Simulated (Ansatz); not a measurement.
input.yaml (Ansatz)

```yaml
crystal:
  lattice:
    - [2.6295520229, 0.0, 0.0]
    - [-1.3147760114, 2.2772588524, 0.0]
    - [0.0, 0.0, 9.2496954115]
  atoms:
    - { symbol: V, position: [0.0, 1.0, 1.0], spin: 1.0 }
    - { symbol: V, position: [0.0, 0.0, 0.5], spin: 1.0 }
    - { symbol: V, position: [0.3333333333, 0.6666666667, 0.25], spin: 1.0 }
    - { symbol: V, position: [0.6666666667, 0.3333333333, 0.75], spin: 1.0 }
hamiltonian:
  xc: pbe
  pseudopotentials:
    kind: paw
    azcp:
      V: "pseudopotentials/V.paw.azcp"
basis:
  ecutwfc: 420
  fft_grid_basis: typed
kpoints:
  mp_grid: { grid: [18, 18, 5], shift: [0, 0, 0] }
magnetization:
  spin_polarized: true
scf:
  occupations: { method: fermi_dirac, width: 0.05 }
```

and its output:

```
Engine: ansatz 0.2.0, aarch64-unknown-linux-gnu
Pseudopotentials: kind: paw
Pseudopotential: V, paw, valence charge 13, recommended cutoff 420 eV (normal) 
Functional definition: PBE
  parameter kappa = 0.804
  parameter beta = 0.06672455060314922
  exchange = pbe_x(kappa = kappa, mu = beta*pi^2/3)
  correlation = pbe_c(beta = beta)
Crystal: 4 atoms, lattice volume = 55.389 Å³
Basis set: ecut = 420 eV, 1105 PW (Γ)
Bands: 34, of which v1, the nominal top of the filled ones, is band 26 counted from 1 (25 counted from 0)
Symmetry: 24 space group operations
Space group: P63/mmc (ITA 194), of the structure as read, at distance tolerance 3.8e-5 Å
Magnetic group: BNS 194.263 (UNI 1493), of the structure as read, at distance tolerance 3.8e-5 Å
k-points: 111 of 1620
Non-local potential: V, projectors of the file, l = 0: 3, l = 1: 2, l = 2: 3, l = 3: 1
PAW form: soft (Blöchl's): semilocal exchange-correlation on the pseudo side does not see the compensation charge
PAW one-centre angular grid: V, 590 points (default); XC on 64 Gauss nodes
Initial density: superposition of atomic densities (chi_scale 0.1, normalization cell)
Starting moments: Σ|m| = 4 μB on 4 of 4 sites
Initial wavefunctions: pseudopotential atomic-orbital guess
Functional: x = pbe(κ = 0.804, μ = 0.2195149727645171), c = pbe(β = 0.06672455060314922)
SCF iter   1: F=—  HF=-11650.893733 eV  |F-HF|=—  |Δ(HF+E_count)|=         —  Δρ=1.03e-1 (↑1.03e-1 ↓3.62e-2)  dr2=4.05e0  dr2_m=1.95e0  M=0.592 μB ∫|m|=0.612 μB  β_m=0.30  ethr=3.10e-3  ⟨swp⟩=3.3  Hψ=23001  notcnv=0
Mixer restart at iter 1: flushing history
SCF iter   2: F=—  HF=-11648.639695 eV  |F-HF|=—  |Δ(HF+E_count)|=    2.25e0  Δρ=6.54e-2 (↑6.54e-2 ↓3.15e-2)  dr2=1.24e0  dr2_m=1.02e0  M=0.512 μB ∫|m|=0.530 μB  β_m=0.55  ethr=3.10e-3  ⟨swp⟩=2.2  Hψ=13343  notcnv=0  defer=126
SCF iter   3: F=—  HF=-11648.568906 eV  |F-HF|=—  |Δ(HF+E_count)|=   7.08e-2  Δρ=1.45e-2 (↑1.45e-2 ↓1.12e-2)  dr2=2.48e-2  dr2_m=7.75e-2  M=0.234 μB ∫|m|=0.242 μB  β_m=0.66  ethr=2.38e-3  ⟨swp⟩=2.0  Hψ=11158  notcnv=0  defer=126
SCF iter   4: F=—  HF=-11648.722927 eV  |F-HF|=—  |Δ(HF+E_count)|=   1.54e-1  Δρ=2.41e-3 (↑9.73e-4 ↓2.41e-3)  dr2=3.36e-3  dr2_m=9.11e-4  M=0.051 μB ∫|m|=0.057 μB  β_m=0.83  ethr=4.77e-5  ⟨swp⟩=2.3  Hψ=16075  notcnv=0  defer=69
SCF iter   5: F=—  HF=-11648.720041 eV  |F-HF|=—  |Δ(HF+E_count)|=   2.89e-3  Δρ=3.41e-3 (↑3.41e-3 ↓3.32e-3)  dr2=5.17e-2  dr2_m=1.02e-5  M=0.008 μB ∫|m|=0.012 μB  β_m=0.54  ethr=6.45e-6  ⟨swp⟩=3.0  Hψ=14661  notcnv=0  defer=68  recentre
SCF iter   6: F=—  HF=-11648.721234 eV  |F-HF|=—  |Δ(HF+E_count)|=   1.19e-3  Δρ=5.44e-4 (↑5.44e-4 ↓5.30e-4)  dr2=7.55e-4  dr2_m=1.16e-5  M=0.009 μB ∫|m|=0.011 μB  β_m=0.51  ethr=6.45e-6  ⟨swp⟩=2.9  Hψ=15344  notcnv=0  defer=65
SCF iter   7: F=—  HF=-11648.721955 eV  |F-HF|=—  |Δ(HF+E_count)|=   7.20e-4  Δρ=1.88e-4 (↑1.88e-4 ↓1.47e-4)  dr2=7.48e-6  dr2_m=1.30e-5  M=0.010 μB ∫|m|=0.011 μB  β_m=0.76  ethr=1.45e-6  ⟨swp⟩=2.2  Hψ=11211  notcnv=0  defer=57
SCF iter   8: F=—  HF=-11648.722022 eV  |F-HF|=—  |Δ(HF+E_count)|=   6.67e-5  Δρ=8.94e-5 (↑8.94e-5 ↓7.88e-5)  dr2=1.00e-5  dr2_m=1.13e-6  M=0.003 μB ∫|m|=0.004 μB  β_m=0.81  ethr=1.44e-8  ⟨swp⟩=2.0  Hψ=13687  notcnv=0  defer=57
SCF iter   9: F=—  HF=-11648.722030 eV  |F-HF|=—  |Δ(HF+E_count)|=   8.81e-6  Δρ=3.13e-5 (↑1.99e-5 ↓3.13e-5)  dr2=3.32e-7  dr2_m=2.83e-7  M=0.001 μB ∫|m|=0.002 μB  β_m=0.91  ethr=1.44e-8  ⟨swp⟩=2.0  Hψ=12459  notcnv=0  defer=57
SCF iter  10: F=—  HF=-11648.722031 eV  |F-HF|=—  |Δ(HF+E_count)|=   2.24e-7  Δρ=1.24e-5 (↑1.24e-5 ↓1.09e-5)  dr2=4.86e-8  dr2_m=6.47e-8  M=-0.000 μB ∫|m|=0.001 μB  β_m=0.95  ethr=6.39e-10  ⟨swp⟩=2.0  Hψ=12576  notcnv=0  defer=57
SCF iter  11: F=—  HF=-11648.722031 eV  |F-HF|=—  |Δ(HF+E_count)|=   1.33e-9  Δρ=3.36e-6 (↑3.32e-6 ↓3.36e-6)  dr2=1.34e-8  dr2_m=3.37e-9  M=-0.000 μB ∫|m|=0.000 μB  β_m=0.91  ethr=9.34e-11  ⟨swp⟩=2.0  Hψ=9915  notcnv=0  defer=57
SCF iter  12: F=—  HF=-11648.722031 eV  |F-HF|=—  |Δ(HF+E_count)|=   1.14e-9  Δρ=1.81e-6 (↑1.56e-6 ↓1.81e-6)  dr2=4.74e-9  dr2_m=5.42e-10  M=-0.000 μB ∫|m|=0.000 μB  β_m=0.78  ethr=2.58e-11  ⟨swp⟩=2.0  Hψ=12934  notcnv=0  defer=57
SCF iter  13: F=—  HF=-11648.722031 eV  |F-HF|=—  |Δ(HF+E_count)|=   1.14e-9  Δρ=5.46e-7 (↑4.74e-7 ↓5.46e-7)  dr2=1.25e-10  dr2_m=1.12e-10  M=-0.000 μB ∫|m|=0.000 μB  β_m=0.88  ethr=9.12e-12  ⟨swp⟩=2.1  Hψ=12018  notcnv=0  defer=57
SCF iter  14: F=-11648.722031 eV  HF=-11648.722031 eV  |F-HF|=4.73e-11  |Δ(HF+E_count)|=  1.80e-10  Δρ=1.50e-7 (↑1.50e-7 ↓1.07e-7)  dr2=5.72e-11  dr2_m=3.88e-12  M=-0.000 μB ∫|m|=0.000 μB  ethr=1.00e-12  ⟨swp⟩=1.0  Hψ=18328  notcnv=0
SCF 1 converged in 14 iterations: F = -11648.722031 eV  dr2 = 5.72e-11
WARN: the starting moments were not kept: the SCF closed with an absolute magnetisation of 1.0e-5 μB, where they sum to 4 μB in size (4 sites). That is at most 0.1 of that sum. Measured as dr2_m measures the in/out step, that magnetisation stands 1.8e-11 eV from none, at or under the dr2_threshold of 1.0e-7 eV: it is no larger than a step whose dr2_m would equal this threshold. The system may hold no moment; this SCF shows only that its start led to no more than that. To try another start: raise the starting moments (crystal.atoms[].spin, magnetization.per_species, magnetization.initial_magnetization, or on a non-collinear deck that types none of these the spinor_matrix: blocks that start its atoms; where the total moment is fixed, keep their sum and leave initial_magnetization as it is; typed ones take the place of any that the run laid by itself, positive ones on a crystal's lanthanoids without a Hubbard term where scf.initial_density.shell_occupations: [] is typed) or, if the notice of its spin-set hold's release reads "site moments contracting" or "site moments show no strong build", lengthen the hold (scf.mixing.spin_hold: { on: { confirm: 4 } }; for m-r²SCAN on two components see the key's manual first). Each may lead to a state that holds a moment. A second SCF, from the converged charge density, with the starting moments and any scf.initial_density.shell_occupations laid on it anew, would have followed, and was not run: the deck does not ask for one (magnetization.retry_lost_moments is false, the default). To let it run, set magnetization.retry_lost_moments: true and run the deck again, where that key's refused combinations let it; where memory then withholds it, that run's warning says so.
SCF converged after 14 iterations
Magnetization: -0.0000 μB (26.0000 up, 26.0000 down)
Absolute magnetization: 0.0000 μB (∫|ρ↑−ρ↓|, with the PAW one-centre terms)
Spin contamination: 0.0000 ħ² per cell (⟨S²⟩ above its minimum at these occupations)
Per-site moments (μB) at R_I (Å): [(-3.0249007894700718e-6, 1.0846902094452593), (-3.0249007895071943e-6, 1.0846902094452593), (-9.18006143777915e-7, 1.0846902094452593), (-9.180061437899285e-7, 1.0846902094452593)]
Free energy (F): -11648.722031 eV
Harris-Foulkes:  -11648.722031 eV  (|F-HF|=4.73e-11)
Internal energy: -11648.667429 eV  (E = F + TS)
E sigma→0 (E₀):  -11648.694730 eV
Entropy (-TS):   -0.054602 eV (-13.650 meV/atom)
Fermi energy:    16.333830 eV
--- Per-component energies (eV) ---
  E_band       = -603.686069
  E_kinetic    = 1343.486816
  E_local      = -3664.313285  (includes V_loc(G=0)·N_el)
  E_nonlocal   = -182.176916
  E_hartree    = 1674.948579
  E_xc         = -521.143802
  E_vxc        = -660.607935  (∫ρ·V_xc dr)
  E_paw        = -4450.365260  (= ΣΔE_a)
  E_vpaw       = -789.972918  (= ΣTr[D̂ρ^β])
  E_aug_tail   = 0.001045  (compensation charges beyond the density's cutoff)
  E_ewald      = -5849.104604
  E_smearing   = -0.054602  (= −TS)
  E_closure    = 0.000000  (closes the sum)
  Σ components = -11648.722031   (vs F -11648.722031, Δ=0.00e0)
```
